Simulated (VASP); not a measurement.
HfN, 2 atoms in the cell. The structure is hexagonal, space group P6/mmm (No. 191). Conventional cell: a = 3.433 Å, b = 3.433 Å, c = 3.970 Å, α = 90.00°, β = 90.00°, γ = 120.00°. Around Hf (site symmetry 6/mmm) lie 2 N at 1.98 Å. Around N (site symmetry 6/mmm) lie 2 Hf at 1.98 Å. The cell was built by a generator and needn't be a form met in nature.

```yaml
Program: VASP 6.6.1
Task: single point
Functional: HSE(alpha, omega)
Potentials_or_basis: VASP PAW PBE potentials, release 64 (Hf_pv, N)
Cutoff: 520 eV
k_mesh: 5 × 5 × 4
Occupations: fermi-dirac, width 0.05 eV
Spin: no spin polarisation
Share_of_exact_exchange: 0.4
Grid_for_exact_exchange_PRECFOCK: Fast
Further_INCAR_settings: ALGO = Normal; EDIFF = 1e-06; NBANDS = 14
```

Potentials or basis: VASP PAW PBE potentials, release 64 (Hf_pv, N).

The run is started by

```sh
$ cat potpaw_PBE.64/Hf_pv/POTCAR potpaw_PBE.64/N/POTCAR > POTCAR
$ cp INCAR.step1 INCAR
$ mpirun -np 1 vasp_std > vasp.out
$ cp INCAR.step2 INCAR
$ mpirun -np 1 vasp_std > vasp.out
```

Hardware: 1 thread of Intel(R) Xeon(R) 6975P-C (Granite Rapids), with other jobs on the host.

Q: How long does it take, and how much memory?

A: Run time: 3.5 min on 1 thread of Intel(R) Xeon(R) 6975P-C (Granite Rapids) (shared host), peak memory 0.26 GiB. Counts: scf iterations 17, k points 15.
